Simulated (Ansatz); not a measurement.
Stepwise reaction of `CC(C)(C)O[Si]OC(C)(C)C` with hydrogen chloride, as a gas-phase model of exchange steps in deposition or etching. ΔE in kJ/mol.

Program: Ansatz. Geometries: PBE0-D4/def2-TZVP. ΔE: electronic, gas phase. CCSD(T)/CBS adds triple-zeta CCSD(T) − MP2 to the extrapolated MP2 energy (def2 sets, frozen cores). This one scheme is used for every species. Functionals use def2-TZVPP. B3LYP here is the variant with VWN-RPA as its local correlation; programs differ in this. One conformer a species, not always the lowest.

| step | reaction | PBE-D4 | B3LYP-D4 | ωB97M-V | CCSD(T)/CBS |
| --- | --- | --- | --- | --- | --- |
| 1 | `CC(C)(C)O[Si]OC(C)(C)C` + HCl → `CC(C)(C)O[Si]Cl` + `CC(C)(C)O` | -9.0 | -0.5 | -3.0 | -0.8 |
| 2 | `CC(C)(C)O[Si]Cl` + HCl → `Cl[Si]Cl` + `CC(C)(C)O` | 13.0 | 24.9 | 18.8 | 19.9 |

By hand: ΔE of the 2 steps together at CCSD(T)/CBS.

(-0.8) + (19.9) = 19.1 kJ/mol, or 9.5 kJ/mol a step.

In ΔE each step is higher than the one before. PBE-D4 differs from CCSD(T)/CBS by -8.2 to -6.9 kJ/mol a step. Isolated molecules leave out the surface, adducts and barriers. Largest T1 diagnostic: 0.013.
